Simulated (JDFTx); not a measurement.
# Li (Im-3m) in JDFTx: convergence with k mesh

Aim: find how far k mesh must go before the results for Li settle, at PBE. This setting moves, with any that are tied to it; all else stays.

All numbers are computed with JDFTx 1.7.0 (patched build); they aren't measurements. Logs are shortened: lines on timing, memory, paths and dates and some standing lists are left out, and cuts for length are marked. The log counts tension as positive stress, the text compression.

## Step 1: The structure

The structure is cubic, space group Im-3m (No. 229). The conventional cell has a = 3.509 Å, b = 3.509 Å, c = 3.509 Å, α = 90.00°, β = 90.00°, γ = 90.00°. Li (site symmetry m-3m) is surrounded by 8 Li at 3.04 Å.

## Step 2: With k mesh 2 × 2 × 2

File Li.in:

```
lattice \
   -3.3158079446     3.3158079446     3.3158079446 \
    3.3158079446    -3.3158079446     3.3158079446 \
    3.3158079446     3.3158079446    -3.3158079446
coords-type Lattice
ion Li     0.0000000000     0.0000000000     0.0000000000 1

ion-species pseudo/Li.upf
elec-cutoff 37
elec-ex-corr gga-PBE
kpoint-folding 2 2 2
elec-smearing MP1 0.0018374661
elec-n-bands 6
electronic-SCF nIterations 100 energyDiffThreshold 1e-09
electronic-minimize nIterations 30 energyDiffThreshold 1e-7
converge-empty-states yes
forces-output-coords Cartesian

dump-name run.$VAR
dump End Ecomponents EigStats BandEigs Kpoints Forces Stress
```

Potentials or basis: PseudoDojo-SR-PBE-0.5-standard.

The run is started by

```
> jdftx -c 1 -i Li.in -o Li.out
```

Output:

```text
*************** JDFTx 1.7.0 (patched build) ***************

[... 9 lines left out ...]
---------- Initializing the Grid ----------
R =
[     -3.31581      3.31581      3.31581  ]
[      3.31581     -3.31581      3.31581  ]
[      3.31581      3.31581     -3.31581  ]
unit cell volume = 145.824
G =
[ -2.22134e-17   0.947459   0.947459  ]
[   0.947459 -2.22134e-17   0.947459  ]
[   0.947459   0.947459 -2.22134e-17  ]
Minimum fftbox size, Smin = [  32  32  32  ]
Chosen fftbox size, S = [  32  32  32  ]

---------- Exchange Correlation functional ----------
Initalized PBE GGA exchange.
Initalized PBE GGA correlation.

---------- Setting up pseudopotentials ----------
Width of ionic core gaussian charges (only for fluid interactions / plotting) set to 0

Reading pseudopotential file 'pseudo/Li.upf':
  'Li' pseudopotential, 'PBE' functional
  Generated using ONCVPSP code by D. R. Hamann
  3 valence electrons, 2 orbitals, 4 projectors, 1001 radial grid points, with lMax = 1
    1S    l: 0   occupation:  2.0   eigenvalue: -1.905623
    2S    l: 0   occupation:  1.0   eigenvalue: -0.105624
  Core radius for overlap checks: 1.34 bohrs.

Initialized 1 species with 1 total atoms.

Folded 1 k-points by 2x2x2 to 8 k-points.

---------- Setting up k-points, bands, fillings ----------
Reduced to 3 k-points under symmetry.
Computing the number of bands and number of electrons
Calculating initial fillings.
nElectrons:   3.000000   nBands: 6   nStates: 3

----- Setting up reduced wavefunction bases (one per k-point) -----
average nbasis = 1565.875 , ideal nbasis = 1567.562

---------- Setting up ewald sum ----------
Optimum gaussian width for ewald sums = 2.070319 bohr.
Real space sum over 2197 unit cells with max indices [  6  6  6  ]
Reciprocal space sum over 2197 terms with max indices [  6  6  6  ]

---------- Allocating electronic variables ----------
Initializing wave functions:  linear combination of atomic orbitals
Note: number of bands (6) exceeds available atomic orbitals (2)
Li pseudo-atom occupations:   s ( 2 1 )
	FillingsUpdate:  mu: +0.164874650  nElectrons: 3.000000
LCAOMinimize: Iter:   0  F: -7.0840647742627354  |grad|_K:  1.748e-04  alpha:  1.000e+00
	FillingsUpdate:  mu: +0.164877152  nElectrons: 3.000000
LCAOMinimize: Iter:   1  F: -7.0840664447498183  |grad|_K:  5.720e-06  alpha:  1.013e+00  linmin: -2.883e-03  cgtest:  2.123e-02
	FillingsUpdate:  mu: +0.164877935  nElectrons: 3.000000
LCAOMinimize: Iter:   2  F: -7.0840664463912635  |grad|_K:  1.256e-07  alpha:  9.290e-01  linmin: -2.797e-02  cgtest:  1.970e-01
LCAOMinimize: Encountered beta<0, resetting CG.
LCAOMinimize: 	Predicted alpha/alphaT>3.000000, increasing alphaT to 2.787133e+00.
	FillingsUpdate:  mu: +0.164877948  nElectrons: 3.000000
LCAOMinimize: Iter:   3  F: -7.0840664463939396  |grad|_K:  1.536e-07  alpha:  2.271e+00  linmin:  7.836e-02  cgtest: -9.996e-01
LCAOMinimize: Converged (|Delta F|<1.000000e-06 for 2 iters).

-------- Electronic minimization -----------
Will mix electronic density at each iteration.
	FillingsUpdate:  mu: +0.164877948  nElectrons: 3.000000
	FillingsUpdate:  mu: +0.037747677  nElectrons: 3.000000
SCF: Cycle:  0   F: -7.179563286475145   dF: -9.550e-02   |Residual|: 2.648e-02   |deigs|: 1.586e-01
	FillingsUpdate:  mu: +0.037650956  nElectrons: 3.000000
SCF: Cycle:  1   F: -7.179778103492380   dF: -2.148e-04   |Residual|: 1.246e-02   |deigs|: 1.655e-02
	FillingsUpdate:  mu: +0.037806824  nElectrons: 3.000000
SCF: Cycle:  2   F: -7.179787312960551   dF: -9.209e-06   |Residual|: 1.134e-03   |deigs|: 3.218e-03
	FillingsUpdate:  mu: +0.037802789  nElectrons: 3.000000
SCF: Cycle:  3   F: -7.179787537002330   dF: -2.240e-07   |Residual|: 3.458e-04   |deigs|: 2.854e-04
	FillingsUpdate:  mu: +0.037795547  nElectrons: 3.000000
SCF: Cycle:  4   F: -7.179787556371084   dF: -1.937e-08   |Residual|: 4.456e-05   |deigs|: 1.554e-04
	FillingsUpdate:  mu: +0.037786711  nElectrons: 3.000000
SCF: Cycle:  5   F: -7.179787557761317   dF: -1.390e-09   |Residual|: 7.446e-06   |deigs|: 9.358e-05
	FillingsUpdate:  mu: +0.037786322  nElectrons: 3.000000
SCF: Cycle:  6   F: -7.179787557872952   dF: -1.116e-10   |Residual|: 6.742e-06   |deigs|: 6.678e-05
	FillingsUpdate:  mu: +0.037786358  nElectrons: 3.000000
SCF: Cycle:  7   F: -7.179787557885315   dF: -1.236e-11   |Residual|: 3.764e-06   |deigs|: 4.908e-05
SCF: Converged (|Delta E|<1.000000e-09 for 2 iters).

Setting wave functions to eigenvectors of Hamiltonian
Converging empty states (this may take a while): |deigs|: 1.422e-04

# Stress tensor in Cartesian coordinates [Eh/a0^3]:
[  2.52458e-05            0            0  ]
[            0  2.52458e-05            0  ]
[            0            0  2.52458e-05  ]

# Ionic positions in lattice coordinates:
ion Li   0.000000000000000   0.000000000000000   0.000000000000000 1

# Forces in Cartesian coordinates:
force Li   0.000000000000000  -0.000000000000000  -0.000000000000000 1

# Energy components:
   Eewald =       -2.4694660843458984
       EH =        1.8126020507430165
     Eloc =       -5.4380336178380846
      Enl =       -4.6108889116557012
      Exc =       -1.6604284688395550
       KE =        5.1872049834762146
-------------------------------------
     Etot =       -7.1790100484600083
       TS =        0.0007775094253066
-------------------------------------
        F =       -7.1797875578853150

IonicMinimize: Iter:   0  F: -7.179787557885315  |grad|_K:  0.000e+00
IonicMinimize: Converged (|grad|_K<1.000000e-04).

#--- Lowdin population analysis ---
# oxidation-state Li +0.750

Dumping 'run.eigStats' ...
	eMin: -1.687677 at state 0 ( [ +0.000000 +0.000000 +0.000000 ] spin 0 )
	HOMO: -0.099947 at state 0 ( [ +0.000000 +0.000000 +0.000000 ] spin 0 )
	mu  : +0.037786
	LUMO: +0.037786 at state 1 ( [ +0.000000 +0.000000 +0.500000 ] spin 0 )
	eMax: +0.712692 at state 0 ( [ +0.000000 +0.000000 +0.000000 ] spin 0 )
	HOMO-LUMO gap: +0.137733
	Optical gap  : +0.640855 at state 0 ( [ +0.000000 +0.000000 +0.000000 ] spin 0 )
Done!
[note: the HOMO, LUMO and gaps printed at the end count levels as full or empty at half filling, so they show a gap where a level is partly filled]
```

Run time: 0.82 s. Hardware: 1 thread of Arm Neoverse V2, shared host; peak memory 0.04 GiB.

What came out:

```yaml
Free_energy: -195.3720 eV
Pressure: -0.7 GPa
Band_gap_on_the_k_mesh: none (metal or under the smearing width)
```

## Step 3: With k mesh 3 × 3 × 3

Li.in, as its differences from that of step 2:

```diff
@@ -10,3 +10,3 @@
 elec-ex-corr gga-PBE
-kpoint-folding 2 2 2
+kpoint-folding 3 3 3
 elec-smearing MP1 0.0018374661
```

Potentials or basis: PseudoDojo-SR-PBE-0.5-standard.

The run is started by

```
> jdftx -c 1 -i Li.in -o Li.out
```

Run time: 0.88 s. Hardware: 1 thread of Arm Neoverse V2, shared host; peak memory 0.04 GiB.

Results:

| Item | Value |
| --- | --- |
| Free energy | -196.1928 eV |
| Pressure | -1.4 GPa |
| Band gap on the k mesh | none (metal or under the smearing width) |

## Step 4: With k mesh 4 × 4 × 4

Li.in, as its differences from that of step 3:

```diff
@@ -10,3 +10,3 @@
 elec-ex-corr gga-PBE
-kpoint-folding 3 3 3
+kpoint-folding 4 4 4
 elec-smearing MP1 0.0018374661
```

The run is started by

```
> jdftx -c 1 -i Li.in -o Li.out
```

Run time: 1.3 s. Hardware: 1 thread of Arm Neoverse V2, shared host; peak memory 0.04 GiB.

Results:

```
Free energy            : -195.8950 eV
Pressure               : -0.2 GPa
Band gap on the k mesh : none (metal or under the smearing width)
```

## Step 5: With k mesh 6 × 6 × 6

Li.in, as its differences from that of step 4:

```diff
@@ -10,3 +10,3 @@
 elec-ex-corr gga-PBE
-kpoint-folding 4 4 4
+kpoint-folding 6 6 6
 elec-smearing MP1 0.0018374661
```

The run is started by

```
> jdftx -c 1 -i Li.in -o Li.out
```

Run time: 2.3 s. Hardware: 1 thread of Arm Neoverse V2, shared host; peak memory 0.04 GiB.

Results:

* Free energy: -195.9950 eV
* Pressure: -0.7 GPa
* Band gap on the k mesh: none (metal or under the smearing width)

## Step 6: With k mesh 7 × 7 × 7

Li.in, as its differences from that of step 5:

```diff
@@ -10,3 +10,3 @@
 elec-ex-corr gga-PBE
-kpoint-folding 6 6 6
+kpoint-folding 7 7 7
 elec-smearing MP1 0.0018374661
```

Potentials or basis: PseudoDojo-SR-PBE-0.5-standard.

The run is started by

```
> jdftx -c 1 -i Li.in -o Li.out
```

It took 2.8 s on 1 thread of Arm Neoverse V2, shared host; peak memory 0.04 GiB.

The run converged. Its results:

```yaml
Free_energy: -196.0342 eV
Pressure: -0.8 GPa
Band_gap_on_the_k_mesh: none (metal or under the smearing width)
```

## Step 7: With k mesh 9 × 9 × 9

Li.in, as its differences from that of step 6:

```diff
@@ -10,3 +10,3 @@
 elec-ex-corr gga-PBE
-kpoint-folding 7 7 7
+kpoint-folding 9 9 9
 elec-smearing MP1 0.0018374661
```

The run is started by

```
> jdftx -c 1 -i Li.in -o Li.out
```

Run time: 4.7 s. Hardware: 1 thread of Arm Neoverse V2, shared host; peak memory 0.04 GiB.

Results (log left out):

| Property | Result |
| --- | --- |
| Free energy | -196.0353 eV |
| Pressure | -0.8 GPa |
| Band gap on the k mesh | none (metal or under the smearing width) |

## Step 8: With k mesh 11 × 11 × 11

Li.in, as its differences from that of step 7:

```diff
@@ -10,3 +10,3 @@
 elec-ex-corr gga-PBE
-kpoint-folding 9 9 9
+kpoint-folding 11 11 11
 elec-smearing MP1 0.0018374661
```

The run is started by

```
> jdftx -c 1 -i Li.in -o Li.out
```

Wall time 7.2 s (1 thread of Arm Neoverse V2, shared host); peak memory 0.05 GiB.

Results (log left out):

```yaml
Free_energy: -196.0361 eV
Pressure: -0.8 GPa
Band_gap_on_the_k_mesh: none (metal or under the smearing width)
```

## Step 9: With k mesh 13 × 13 × 13

Li.in, as its differences from that of step 8:

```diff
@@ -10,3 +10,3 @@
 elec-ex-corr gga-PBE
-kpoint-folding 11 11 11
+kpoint-folding 13 13 13
 elec-smearing MP1 0.0018374661
```

Potentials or basis: PseudoDojo-SR-PBE-0.5-standard.

The run is started by

```
> jdftx -c 1 -i Li.in -o Li.out
```

It took 11 s on 1 thread of Arm Neoverse V2, shared host; peak memory 0.06 GiB.

It converged, with:

- Free energy: -196.0338 eV
- Pressure: -0.8 GPa
- Band gap on the k mesh: none (metal or under the smearing width)

## Step 10: Result

```tsv
k mesh	energy less the tightest run, at zero smearing (meV/atom)	pressure (GPa)	SCF cycles	CPU time (s)	peak memory (GiB)
2 × 2 × 2	661.82	-0.74	8	0.82	0.04
3 × 3 × 3	-158.96	-1.39	7	0.88	0.04
4 × 4 × 4	138.76	-0.21	7	1.3	0.04
6 × 6 × 6	38.75	-0.68	7	2.3	0.04
7 × 7 × 7	-0.39	-0.80	7	2.8	0.04
9 × 9 × 9	-1.49	-0.81	7	4.7	0.04
11 × 11 × 11	-2.34	-0.82	7	7.2	0.05
13 × 13 × 13	0.00	-0.84	7	11	0.06
```

Against the tightest run, the pressure stays within 0.1 GPa from 7 × 7 × 7 on. Not settled before the last step: the energy (to 1 meV/atom). Meshes of other sizes hit other points, so gaps and Fermi surfaces needn't settle smoothly. The tightest run that finished is the yardstick and may itself not be fully converged.
